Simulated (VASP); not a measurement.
Set up this calculation in VASP 6.6.1, as the native input.

```yaml
Task: density of states
Functional: PBE
Potentials_or_basis: VASP PAW PBE potentials, release 64 (Cu, N)
Cutoff: 520 eV
k_mesh: 10 × 10 × 10
Occupations: methfessel-paxton, width 0.1 eV
Spin: no spin polarisation
k_mesh_for_the_DOS: 15 × 15 × 15
Occupations_for_the_DOS: tetrahedron
Further_INCAR_settings: ALGO = Normal; EDIFF = 1e-07; NBANDS = 27
```

Cu3N:

```
CELL_PARAMETERS angstrom
3.77050 0.00000 0.00000
0.00000 3.77050 0.00000
0.00000 0.00000 3.77050
ATOMIC_POSITIONS crystal
Cu 0.50000 0.00000 0.00000
Cu 0.00000 0.50000 0.00000
Cu 0.00000 0.00000 0.50000
N 0.00000 0.00000 0.00000
```

The input as run:

POSCAR

```
Cu3N                                    
1.0
    3.7705031986      0.0000000000      0.0000000000
    0.0000000000      3.7705031986      0.0000000000
    0.0000000000      0.0000000000      3.7705031986
  Cu              N             
     3     1
Direct
     0.5000000000000000    0.0000000000000000    0.0000000000000000
     0.0000000000000000    0.5000000000000000    0.0000000000000000
     0.0000000000000000    0.0000000000000000    0.5000000000000000
     0.0000000000000000    0.0000000000000000    0.0000000000000000
```

INCAR.step1

```
SYSTEM = Cu3N
PREC = Accurate
ENCUT = 520
EDIFF = 1E-7
ISMEAR = 1
SIGMA = 0.1
LREAL = .FALSE.
LASPH = .TRUE.
NELM = 80
ALGO = Normal
ISIF = 2
LWAVE = .FALSE.
LCHARG = .TRUE.
LMAXMIX = 4
GGA = PE
NBANDS = 27
```

KPOINTS.step1

```
regular mesh
0
G
  10 10 10
  0 0 0
```

INCAR.step2

```
SYSTEM = Cu3N
PREC = Accurate
ENCUT = 520
EDIFF = 1E-7
ISMEAR = -5
SIGMA = 0.1
LREAL = .FALSE.
LASPH = .TRUE.
NELM = 80
ALGO = Normal
ISIF = 2
LWAVE = .FALSE.
LCHARG = .FALSE.
LMAXMIX = 4
GGA = PE
LORBIT = 10
NBANDS = 27
NEDOS = 2001
ICHARG = 11
```

KPOINTS.step2

```
regular mesh
0
G
  15 15 15
  0 0 0
```

Potentials or basis: VASP PAW PBE potentials, release 64 (Cu, N).

Command:

```console
$ cat potpaw_PBE.64/Cu/POTCAR potpaw_PBE.64/N/POTCAR > POTCAR
$ cp INCAR.step1 INCAR
$ cp KPOINTS.step1 KPOINTS
$ mpirun -np 1 vasp_std > vasp.out
$ cp INCAR.step2 INCAR
$ cp KPOINTS.step2 KPOINTS
$ mpirun -np 1 vasp_std > vasp.out
```

Results of the run:

| Quantity | Value |
| --- | --- |
| Valence electrons inside the program's atomic spheres | Cu 10.07; N 3.75 |

It took 3.2 min on 1 thread of Intel(R) Xeon(R) Platinum 8259CL CPU @ 2.50GHz (Skylake/Cascade Lake), with other jobs on the host, peak memory 0.25 GiB.
